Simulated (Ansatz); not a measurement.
# PtSe2 (Sudovikovite) (P-3m1) in Ansatz: single point with PBE0

Aim: the single point of PtSe2 (Sudovikovite) with PBE0.

Everything below comes from runs of Ansatz 0.2.0. Logs are shortened: lines on timing, memory, paths and dates and some standing lists are left out, and cuts for length are marked.

### 1 The structure

The structure is trigonal, space group P-3m1 (No. 164). Conventional cell: a = 3.724 Å, b = 3.724 Å, c = 5.062 Å, α = 90.00°, β = 90.00°, γ = 120.00°. Pt (site symmetry -3m) is surrounded by 6 Se at 2.49 Å. Se (site symmetry 3m) is surrounded by 3 Pt at 2.49 Å.

### 2 Single point, PBE0

Input file input:

```
crystal:
  lattice:
    - [3.724, 0.0, 0.0]
    - [-1.862, 3.2250786037, 0.0]
    - [0.0, 0.0, 5.062]
  atoms:
    - { symbol: Pt, position: [0.0, 0.0, 0.0] }
    - { symbol: Se, position: [0.6666666667, 0.3333333333, 0.75] }
    - { symbol: Se, position: [0.3333333333, 0.6666666667, 0.25] }
hamiltonian:
  xc: pbe0
  pseudopotentials: { kind: paw }
kpoints:
  mp_grid: { grid: [6, 6, 4] }
scf:
  occupations: { method: fermi_dirac, width: 0.05 }
output:
  forces: true
  stress: true
  eigenvalues: true
  write_density: true
  write_potential: true
  elf: true
  volumetric_format: npy
```

Potentials or basis: Ansatz PAW.

The program printed:

```text
Warning: output.stress: scf.convergence.dr2_threshold = 1e-7 eV (the SCF's general default) is looser than the 3e-10 eV advised for a printed stress (1e-10 eV for each atom of the cell: 3). What an SCF threshold leaves in a stress goes as its square root, and in the free energy as the threshold itself, and one threshold admits the most on a small cell: of the crystals measured, under no hybrid functional and no lock of the moments, on runs that ended without the residual-converged pass, on stresses that held no estimate of that error, the worst erred by over 100 MPa in a component at 1e-7 eV an atom and by under 5 at 1e-10. Set scf.convergence.dr2_threshold to 3e-10 eV or tighter. The threshold is an SCF's pass mark: one that does not reach it within its budget of iterations ends unconverged, or closes short of it on a stop that the run arms, and scf.convergence.dr2_threshold's page says what that costs each kind of run
Warning: output.stress: scf.exx.energy_threshold = 1e-6 eV is looser than the 3e-8 eV advised for a stress under a hybrid functional (1e-8 eV for each atom of the cell: 3). Every SCF of the exchange loop can meet its threshold on dr2 while the loop round them stops early: no threshold on dr2 bounds what that leaves in the stress. Set scf.exx.energy_threshold to 3e-8 eV or tighter. The threshold is the loop's pass mark: a loop that does not reach it within its budget of cycles ends unconverged, and scf.exx.energy_threshold's page has the law
GPUs: using 1 of 1 available (devices: 1).
Engine: ansatz 0.2.0, x86_64-unknown-linux-gnu
Pseudopotentials: kind: paw
Pseudopotential: Pt, paw, valence charge 18, recommended cutoff 420 eV (normal), Pt.paw.azcp
Pseudopotential: Se, paw, valence charge 16, recommended cutoff 420 eV (normal), Se.paw.azcp
Functional definition: PBE0
  parameter a = 0.25
  parameter kappa = 0.804
  parameter beta = 0.06672455060314922
  exchange = (1 - a)*pbe_x(kappa = kappa, mu = beta*pi^2/3) + a*exact_x
  correlation = pbe_c(beta = beta)
device memory: the entry about to start is reckoned to put 0.8 GiB on a device that reports 67.5 GiB free (of which the cap on the GPU budget leaves the run 18.0 GiB)
GPU FFT provider: cuFFT
GPU libraries: cuBLAS 13.8.2, cuFFT 12.4.0, cuSOLVER 12.3.4
Crystal: 3 atoms, lattice volume = 60.796 Å³
Basis set: ecut = 420 eV, 1205 PW (Γ), exchange–correlation on 50×50×72 points (8 copies of the dense FFT grid, shifted against one another)
Bands: 30, of which v1, the nominal top of the filled ones, is band 25 counted from 1 (24 counted from 0)
Symmetry: 12 space group operations
Space group: P-3m1 (ITA 164), of the structure as read, at distance tolerance 3.9e-5 Å
k-points: 24 of 144
Non-local potential: Pt, projectors of the file, l = 0: 3, l = 1: 2, l = 2: 2, l = 3: 1
Non-local potential: Se, projectors of the file, l = 0: 2, l = 1: 2, l = 2: 3, l = 3: 1
PAW form: soft (Blöchl's): semilocal exchange-correlation on the pseudo side does not see the compensation charge
PAW frozen core: Pt, regenerated for the run's functional, and the local potential with it (the file was generated under x = pbe(κ = 0.804, μ = 0.2195149727645171), c = pbe(β = 0.06672455060314922))
PAW frozen core: Se, regenerated for the run's functional, and the local potential with it (the file was generated under x = pbe(κ = 0.804, μ = 0.2195149727645171), c = pbe(β = 0.06672455060314922))
PAW one-centre angular grid: Pt, 590 points (default); XC on 64 Gauss nodes
PAW one-centre angular grid: Se, 590 points (default); XC on 64 Gauss nodes
Initial density: superposition of atomic densities (neutral atoms: chi_scale 0, normalization atom), corrected by the library's trained network
Initial wavefunctions: pseudopotential atomic-orbital guess
GPU buffer pool allocated for 22500 grid points (all kernels)
GPU transforms: local potential and band sums: pruned to the plane-wave sphere, on 25×25×36
Functional: x = pbe(κ = 0.804, μ = 0.2195149727645171), c = pbe(β = 0.06672455060314922), warm-up for x = 0.75 pbe(κ = 0.804, μ = 0.2195149727645171) + 0.25 exact, c = pbe(β = 0.06672455060314922)
SCF iter   1: F=—  HF=-23462.262360 eV  |F-HF|=—  |Δ(HF+E_count)|=         —  Δρ=5.50e-3  dr2=2.02e-2  ethr=1.77e-3  ⟨swp⟩=7.3  Hψ=2856  notcnv=0
preconditioner: auto → Kerker (q_TF=auto, 2.641 Å⁻¹)  [metal: Δε(μ)=0.101 eV  Ē_g=10.201 eV  σ=0.050 eV  W_gap=0.47  n_scr=22 (ndim 8)  ℏωp=22.3 eV  f_vac=0.035  D(μ)=0.83/eV (n_scr^D=2)]
iter 2 solved again at ethr=9.56e-7 eV; its pass at ethr=4.04e-5 eV (dr2=4.78e-4 eV) is discarded
SCF iter   2: F=—  HF=-23462.259222 eV  |F-HF|=—  |Δ(HF+E_count)|=   3.14e-3  Δρ=1.06e-3  dr2=4.79e-4  ethr=9.56e-7  ⟨swp⟩=4.0  Hψ=3228  notcnv=0
SCF iter   3: F=—  HF=-23462.259441 eV  |F-HF|=—  |Δ(HF+E_count)|=   2.20e-4  Δρ=5.43e-4  dr2=2.32e-4  ethr=9.56e-7  ⟨swp⟩=3.0  Hψ=1519  notcnv=0
SCF iter   4: F=—  HF=-23462.259546 eV  |F-HF|=—  |Δ(HF+E_count)|=   1.04e-4  Δρ=2.19e-4  dr2=7.24e-5  ethr=4.65e-7  ⟨swp⟩=3.0  Hψ=1446  notcnv=0
SCF iter   5: F=—  HF=-23462.259540 eV  |F-HF|=—  |Δ(HF+E_count)|=   6.24e-6  Δρ=8.40e-5  dr2=1.10e-5  ethr=1.45e-7  ⟨swp⟩=3.0  Hψ=1720  notcnv=0
SCF iter   6: F=—  HF=-23462.259539 eV  |F-HF|=—  |Δ(HF+E_count)|=   5.16e-7  Δρ=2.71e-5  dr2=1.11e-6  ethr=2.20e-8  ⟨swp⟩=3.0  Hψ=1510  notcnv=0
SCF iter   7: F=—  HF=-23462.259539 eV  |F-HF|=—  |Δ(HF+E_count)|=   3.96e-7  Δρ=1.01e-5  dr2=1.02e-7  ethr=2.22e-9  ⟨swp⟩=3.2  Hψ=1518  notcnv=0
SCF iter   8: F=—  HF=-23462.259540 eV  |F-HF|=—  |Δ(HF+E_count)|=   1.19e-7  Δρ=3.09e-6  dr2=7.88e-9  ethr=2.04e-10  ⟨swp⟩=3.2  Hψ=1591  notcnv=0
SCF iter   9: F=-23462.259540 eV  HF=-23462.259540 eV  |F-HF|=5.06e-10  |Δ(HF+E_count)|=   1.29e-8  Δρ=9.31e-7  dr2=6.87e-10  ethr=1.58e-11  ⟨swp⟩=3.7  Hψ=1631  notcnv=0
SCF 1 converged in 9 iterations: F = -23462.259540 eV  dr2 = 6.87e-10
device memory: the entry about to start is reckoned to put 1.4 GiB (of the 1.4 GiB reckoned in all, the device holds 0.1 GiB already) on a device that reports 65.8 GiB free (of which the cap on the GPU budget leaves the run 18.0 GiB)
GPU FFT provider: cuFFT
GPU libraries: cuBLAS 13.8.2, cuFFT 12.4.0, cuSOLVER 12.3.4
Initial density: handed on by an earlier stage of this run
Initial wavefunctions: those handed on with the density
[... 39 lines left out ...]
Exchange kernel: α = 0.2500, full range, Wigner–Seitz truncation, v(0) = 14631.3969 eV·Å³, q-mesh 6×6×4, nearest image of the exchange supercell L = 20.25 Å, pair-density grid 15×15×24, without the augmentation charges, whose exchange is taken in its separable form by FFT convolution over the k-point mesh (sized by the pseudopotential files, 24×24×36 at the most), smooth part of the exact exchange by density-matrix convolution in up to 3.54 GiB of GPU memory as planned if the GPU has room (build and FFT work areas not counted)
Frozen-core exchange: fock
SCF iter   1: F=—  HF=-23464.571462 eV  |F-HF|=—  |Δ(HF+E_count)|=         —  Δρ=1.51e-4  dr2=5.11e-5  ethr=6.43e-6  ⟨swp⟩=2.8  Hψ=1459  notcnv=0
preconditioner: auto → none  [insulator: Δε(μ)=0.391 eV  Ē_g=12.457 eV  σ=0.050 eV  W_gap=0.94  n_scr=22 (ndim 8)  ℏωp=22.3 eV  f_vac=0.038  D(μ)=0.03/eV (n_scr^D=0)]
SCF iter   2: F=—  HF=-23464.571458 eV  |F-HF|=—  |Δ(HF+E_count)|=   3.78e-6  Δρ=2.20e-5  dr2=3.61e-5  ethr=2.78e-8  ⟨swp⟩=3.5  Hψ=1617  notcnv=0
SCF iter   3: F=—  HF=-23464.572001 eV  |F-HF|=—  |Δ(HF+E_count)|=   5.43e-4  Δρ=5.16e-5  dr2=3.83e-6  ethr=2.34e-10  ⟨swp⟩=4.7  Hψ=2823  notcnv=0  defer=2
SCF iter   4: F=—  HF=-23464.572000 eV  |F-HF|=—  |Δ(HF+E_count)|=   7.47e-7  Δρ=1.08e-5  dr2=7.31e-7  ethr=2.34e-10  ⟨swp⟩=5.0  Hψ=2230  notcnv=0
SCF iter   5: F=—  HF=-23464.572005 eV  |F-HF|=—  |Δ(HF+E_count)|=   4.24e-6  Δρ=1.34e-5  dr2=1.51e-7  ethr=6.71e-11  ⟨swp⟩=4.7  Hψ=1983  notcnv=0  defer=3
SCF iter   6: F=—  HF=-23464.572005 eV  |F-HF|=—  |Δ(HF+E_count)|=   2.77e-8  Δρ=2.16e-6  dr2=2.72e-8  ethr=6.71e-11  ⟨swp⟩=4.0  Hψ=1646  notcnv=0
Mixer restart at iter 6: flushing history
SCF iter   7: F=—  HF=-23464.572005 eV  |F-HF|=—  |Δ(HF+E_count)|=   1.26e-7  Δρ=3.85e-6  dr2=1.07e-8  ethr=2.59e-12  ⟨swp⟩=4.8  Hψ=2149  notcnv=0  defer=3
SCF iter   8: F=—  HF=-23464.572005 eV  |F-HF|=—  |Δ(HF+E_count)|=   6.57e-9  Δρ=3.44e-6  dr2=1.42e-8  ethr=2.59e-12  ⟨swp⟩=4.5  Hψ=1926  notcnv=0  defer=3
SCF iter   9: F=—  HF=-23464.572005 eV  |F-HF|=—  |Δ(HF+E_count)|=   2.51e-9  Δρ=1.45e-6  dr2=5.55e-10  ethr=2.59e-12  ⟨swp⟩=4.3  Hψ=1814  notcnv=0  defer=2
SCF iter  10: F=-23464.572005 eV  HF=-23464.572005 eV  |F-HF|=2.18e-11  |Δ(HF+E_count)|=  1.16e-10  Δρ=2.52e-7  dr2=3.82e-11  ethr=1.38e-12 (applied; sched 1.00e-12)  ⟨swp⟩=3.2  Hψ=1455  notcnv=0
SCF 4 converged in 10 iterations: F = -23464.572005 eV  dr2 = 3.82e-11
  Residual-converged pass: ⟨swp⟩=4.2  Hψ=2502  notcnv=0  max |occ|·‖R‖ = 9.8e-9 eV (tolerance 1.0e-8 eV)  dr2=3.72e-11  dr2_onsite=1.32e-12  max |Δocc| = 3.3e-15
hybrid outer 3: dexx = +1.013e-4 eV, tail = 2.52e-7 eV, Δε = 1.92e-1 eV (about 6.04e-3 eV left of the loop's levels), ΔF = 2.72e-3 eV/Å (tail 1.40e-3)
GPU FFT provider: cuFFT
GPU libraries: cuBLAS 13.8.2, cuFFT 12.4.0, cuSOLVER 12.3.4
GPU buffer pool allocated for 22500 grid points (all kernels)
GPU transforms: local potential and band sums: pruned to the plane-wave sphere, on 25×25×36
Exchange kernel: α = 0.2500, full range, Wigner–Seitz truncation, v(0) = 14631.3969 eV·Å³, q-mesh 6×6×4, nearest image of the exchange supercell L = 20.25 Å, pair-density grid 15×15×24, without the augmentation charges, whose exchange is taken in its separable form by FFT convolution over the k-point mesh (sized by the pseudopotential files, 24×24×36 at the most), smooth part of the exact exchange by density-matrix convolution in up to 3.54 GiB of GPU memory as planned if the GPU has room (build and FFT work areas not counted)
Frozen-core exchange: fock
SCF iter   1: F=—  HF=-23464.572003 eV  |F-HF|=—  |Δ(HF+E_count)|=         —  Δρ=1.36e-6  dr2=5.86e-10  ethr=2.52e-9  ⟨swp⟩=4.7  Hψ=1509  notcnv=0
preconditioner: auto → none  [insulator: Δε(μ)=0.469 eV  Ē_g=12.456 eV  σ=0.050 eV  W_gap=0.97  n_scr=22 (ndim 8)  ℏωp=22.3 eV  f_vac=0.039  D(μ)=0.01/eV (n_scr^D=0)]
SCF iter   2: F=-23464.572003 eV  HF=-23464.572003 eV  |F-HF|=1.60e-10  |Δ(HF+E_count)|=   2.44e-9  Δρ=8.64e-7  dr2=2.24e-10  ethr=2.03e-12 (applied; sched 1.00e-12)  ⟨swp⟩=4.1  Hψ=2287  notcnv=0
SCF 5 converged in 2 iterations: F = -23464.572003 eV  dr2 = 2.24e-10
  Residual-converged pass: ⟨swp⟩=2.5  Hψ=1345  notcnv=0  max |occ|·‖R‖ = 2.7e-7 eV (tolerance 2.7e-7 eV)  dr2=2.24e-10  dr2_onsite=1.31e-11  max |Δocc| = 1.5e-15
hybrid outer 4: dexx = +1.693e-9 eV, tail = 4.88e-10 eV, Δε = 1.73e-3 eV (about 3.32e-4 eV left of the loop's levels), ΔF = 6.06e-4 eV/Å (tail 1.39e-4)
hybrid SCF converged: 4 outer / 27 inner (+9 warm-up), last move |dexx| = 1.69e-9 eV, tail = 4.88e-10 eV
Stability not checked: this state was not tested for a lower state beside it, because the functional holds exact exchange (a hybrid, or Hartree-Fock), whose exchange loop this test does not read (fock_operator; see scf.lower_state_search)
Free energy (F): -23464.572003 eV
Frozen-core exchange: fock
Harris-Foulkes:  -23464.572003 eV  (|F-HF|=1.60e-10)
Internal energy: -23464.571787 eV  (E = F + TS)
E sigma→0 (E₀):  -23464.571895 eV
Entropy (-TS):   -0.000216 eV (-0.072 meV/atom)
Fermi energy:    13.451015 eV
--- Per-component energies (eV) ---
  E_band       = -1120.749168
  E_kinetic    = 873.721844
  E_local      = -6786.783735  (includes V_loc(G=0)·N_el)
  E_nonlocal   = -990.234271
  E_hartree    = 3148.030089
  E_xc         = -362.728222
  E_vxc        = -385.716951  (∫ρ·V_xc dr)
  E_exx        = -221.118480  (= α·E_x^exact, valence–valence)
  E_paw        = -13163.288559  (= ΣΔE_a)
  E_vpaw       = 314.442332  (= ΣTr[D̂ρ^β])
  E_aug_tail   = -0.000988  (compensation charges beyond the density's cutoff)
  E_ewald      = -5957.935364
  E_core_change = -4.234101  (= ΣΔE_core)
  E_smearing   = -0.000216  (= −TS)
  E_closure    = 0.000000  (closes the sum)
  Σ components = -23464.572003   (vs F -23464.572003, Δ=0.00e0)
--- Forces (eV/Å), atoms counted from 1 ---
  atom   1  Pt    -0.00000000    -0.00000000     0.00000000
  atom   2  Se     0.00000000    -0.00000000    -0.04969013
  atom   3  Se    -0.00000000     0.00000000     0.04969013
  max |Σ_I F_I| component: 5.78e-19 eV/Å
--- Stress (GPa, compression-positive) ---
        2.456597      -0.000000       0.000000
        0.000000       2.456597       0.000000
       -0.000000       0.000000       3.551234
  P = ⅓ Tr σ = 2.8215 GPa (28.215 kbar)
--- Band table (eV; the first three rows and the last of 24) ---
  k-point 0: bands = ["-91.5712", "-44.5120", "-44.5120", "-44.4083", "-39.9537", "-39.9537", "-39.9507", "-39.9507", "-39.9230", "-39.9230", "-39.9171", "-39.9171", "-39.9070", "-39.9066", "-4.7181", "-1.5332", "4.4036", "5.2548", "5.2548", "7.5855", "7.5855", "9.2674", "11.4625", "11.4625", "13.2716", "15.1999", "15.1999", "17.5128", "18.4408", "21.5032"]
  k-point 1: bands = ["-91.5712", "-44.5121", "-44.5121", "-44.4083", "-39.9536", "-39.9536", "-39.9507", "-39.9507", "-39.9224", "-39.9224", "-39.9178", "-39.9178", "-39.9071", "-39.9065", "-4.4687", "-2.1173", "5.2229", "5.2841", "5.2841", "7.5650", "7.5650", "9.3060", "11.2131", "11.2131", "11.8956", "15.6962", "15.6962", "18.0438", "19.6504", "21.2577"]
  k-point 2: bands = ["-91.5712", "-44.5122", "-44.5122", "-44.4083", "-39.9536", "-39.9536", "-39.9508", "-39.9508", "-39.9215", "-39.9215", "-39.9186", "-39.9186", "-39.9072", "-39.9064", "-4.0719", "-2.7950", "5.3144", "5.3144", "6.1722", "7.5454", "7.5454", "9.4183", "10.5320", "10.9933", "10.9933", "16.2191", "16.2191", "18.8314", "20.6595", "20.8977"]
  k-point 23: bands = ["-91.5712", "-44.5161", "-44.5161", "-44.4056", "-39.9530", "-39.9525", "-39.9525", "-39.9510", "-39.9214", "-39.9197", "-39.9197", "-39.9197", "-39.9063", "-39.9063", "-2.4354", "-2.4354", "5.2269", "5.2269", "5.5788", "7.4690", "7.4690", "7.8490", "7.9736", "9.3296", "9.3296", "16.0057", "16.0057", "21.0511", "21.5262", "21.5262"]
```

It took 34 s on 1 × NVIDIA H100 80GB HBM3 with 2 threads of AMD EPYC 7R13 (Zen 3), shared host; peak memory 2.7 GiB.

What came out:

```
Free energy            : -23464.5720 eV
Pressure               : 2.8 GPa
Largest force          : 0.050 eV/Å
Band gap on the k mesh : 0.47 eV, indirect (least direct gap 1.92 eV)
```

Forces on the atoms (eV/Å):
```
Pt   0.000  0.000  0.000
Se   0.000  0.000 -0.050
Se   0.000  0.000  0.050
```

Stress tensor (GPa, compression positive):
```
2.46 0.00 0.00
0.00 2.46 0.00
0.00 0.00 3.55
```

Caveat: spin-orbit coupling is left out, which moves the levels of the heavy elements; the PAW data sets come from PBE, with cores solved anew for the run's functional, which leaves a small shift of forces and pressure; the thresholds are loose for stress. A k mesh can miss the band edges.
